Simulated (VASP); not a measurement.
Output of a VASP run:

File OSZICAR:
```
       N       E                     dE             d eps       ncg     rms          rms(c)
DAV:   1     0.913141779663E+02    0.91314E+02   -0.62215E+03   480   0.105E+03
DAV:   2     0.142165069102E+00   -0.91172E+02   -0.83635E+02   744   0.170E+02
DAV:   3    -0.652396565277E+01   -0.66661E+01   -0.66413E+01   576   0.538E+01
DAV:   4    -0.658723477011E+01   -0.63269E-01   -0.63228E-01   580   0.627E+00
DAV:   5    -0.658776151403E+01   -0.52674E-03   -0.52671E-03   576   0.567E-01    0.170E+00
DAV:   6    -0.638119982600E+01    0.20656E+00   -0.31392E-01   528   0.294E+00    0.973E-01
DAV:   7    -0.634617351736E+01    0.35026E-01   -0.15137E-01   608   0.206E+00    0.511E-01
DAV:   8    -0.634697700562E+01   -0.80349E-03   -0.88773E-03   568   0.676E-01    0.824E-02
DAV:   9    -0.634717606976E+01   -0.19906E-03   -0.16130E-03   604   0.251E-01    0.637E-02
DAV:  10    -0.634720129462E+01   -0.25225E-04   -0.95485E-05   552   0.775E-02    0.152E-02
DAV:  11    -0.634720597934E+01   -0.46847E-05   -0.36908E-05   560   0.364E-02    0.489E-03
DAV:  12    -0.634720545388E+01    0.52546E-06   -0.63146E-06   580   0.160E-02    0.120E-03
DAV:  13    -0.634720545081E+01    0.30756E-08   -0.20942E-07   492   0.363E-03
   1 F= -.63472055E+01 E0= -.63472055E+01  d E =-.316158E-14
```

OUTCAR:
```
------------------------ aborting loop because EDIFF is reached ----------------------------------------
  FORCE on cell =-STRESS in cart. coord.  units (eV):
  Direction    XX          YY          ZZ          XY          YZ          ZX
  --------------------------------------------------------------------------------------
  Total       -0.0039446     -0.0039446     -0.0039446      0.0000000      0.0000000      0.0000000
  in kB       -0.0824333     -0.0824333     -0.0824333      0.0000000      0.0000000      0.0000000
  external PRESSURE =      -0.0824333 kB  Pullay stress =       0.0000000 kB
  volume of cell :       76.67
      direct lattice vectors                 reciprocal lattice vectors
     4.248174560  0.000000000  0.000000000     0.235395223  0.000000000  0.000000000
     0.000000000  4.248174560  0.000000000     0.000000000  0.235395223  0.000000000
     0.000000000  0.000000000  4.248174560     0.000000000  0.000000000  0.235395223
 POSITION                                       TOTAL-FORCE (eV/Angst)
 -----------------------------------------------------------------------------------
      0.00000      0.00000      0.00000         0.000000      0.000000      0.000000
      2.12409      2.12409      2.12409         0.000000      0.000000      0.000000
 -----------------------------------------------------------------------------------
    total drift:                                0.000000      0.000000     -0.000000
  FREE ENERGIE OF THE ION-ELECTRON SYSTEM (eV)
  ---------------------------------------------------
  free  energy   TOTEN  =        -6.3472054508 eV

  energy  without entropy=       -6.3472054508  energy(sigma->0) =       -6.34720545
```
(Selected blocks of OUTCAR.)

**POSCAR**
```
CsBr
1
    4.2481745600     0.0000000000     0.0000000000
    0.0000000000     4.2481745600     0.0000000000
    0.0000000000     0.0000000000     4.2481745600
Cs Br
1 1
Direct
  0.0000000000   0.0000000000   0.0000000000
  0.5000000000   0.5000000000   0.5000000000
```

**Question.** Write an INCAR and KPOINTS that could have produced this output.

**Answer.** This is not unique; one that fits is the input of the run itself, PBEsol GGA, plane waves, VASP's PBE PAW potentials (set 64).

**INCAR**
```
SYSTEM = CsBr
PREC = Accurate
ENCUT = 480
EDIFF = 1E-7
NELM = 100
ALGO = Normal
LREAL = .FALSE.
LASPH = .TRUE.
ISMEAR = 0
SIGMA = 0.05
GGA = PS
LMAXMIX = 4
LWAVE = .FALSE.
LCHARG = .FALSE.
ISIF = 2
```

KPOINTS:
```
Automatic mesh
0
Gamma
6 6 6
0 0 0
```

POTCAR, in this order: Cs_sv Br (PBE.64 set). Program: vasp_std.

The compound is CsBr in the CsCl type structure. It was relaxed first.
